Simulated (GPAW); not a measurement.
Runs of GPAW 26.7.0 on CuO (Tenorite). It takes space group C2/c (No. 15, monoclinic). The conventional cell has a = 4.684 Å, b = 3.423 Å, c = 5.129 Å, α = 90.00°, β = 99.54°, γ = 90.00°. Cu (site symmetry -1) is surrounded by 4 O at 1.95 to 1.96 Å. O (site symmetry 2) has 4 Cu at 1.95 to 1.96 Å as nearest neighbours. 

```csv
task,level,potentials or basis,cell,k mesh,cutoff (eV),ranks,k mesh for the Wannier functions,dis froz max,extra bands,num iter,grid spacing,mesh quality,gap on the mesh (eV),V0 of scaled cells (Å³/atom),B0 (GPa),largest force (eV/Å)
equation of state,LDA,"the program's PAW data sets (release 1.2.1) made for this functional, pw",as given,6 × 6 × 4,800,4,-,-,-,-,-,coarse,-,(a),206,-
equation of state,PBE,"GPAW PAW data sets (gpaw-data 1.2.1), pw",as given,10 × 10 × 5,800,-,-,-,-,-,-,not flagged,-,(b),161,-
wannier90,vdW-DF,"GPAW PAW data sets (gpaw-data 1.2.1), pw",as given,10 × 10 × 5,800,-,4 × 4 × 4,3,8,500,-,not flagged,none,-,-,0.03
band structure,PBEsol,"PAW data sets generated in the run's folder for this functional, pw",as given,6 × 6 × 4,800,-,-,-,-,-,-,coarse,-,-,-,0.29
phonons,vdW-DF,"GPAW PAW data sets (gpaw-data 1.2.1), lcao:dzp",atoms relaxed,6 × 6 × 3,-,-,-,-,-,-,0.16 Å,coarse,none,-,-,-
```

Alike in all rows: no spin polarisation; smearing fermi-dirac 0.05 eV.

Problem. Fill in the values left out.

Solution. (a) 9.75; (b) 10.63.

Caveats: some runs use coarse meshes; the run has no spin polarisation, though such a crystal can be magnetic; with this Cu data set, volumes or pressures lay over 1.5 % or 2 GPa off other programs in two to four cells of ten (some runs); semilocal functionals often make such compounds metallic where correlation or magnetic order opens a gap, which also shifts bond lengths (some runs); the cell was scaled at fixed shape and fractional positions, which overstates the stiffness of a crystal with free parameters, most of all of layers and chains (some runs); the PAW data sets were made with another functional, which shifts forces and pressure a little (some runs); the real-space grid adds noise to forces (some runs); the basis of atomic orbitals isn't converged, which shifts pressures, moduli and gaps (some runs).

A k mesh can miss the band edges.

A gap of «none» marks a metal or a gap under the smearing width.

Not every run made on this cell is shown here.
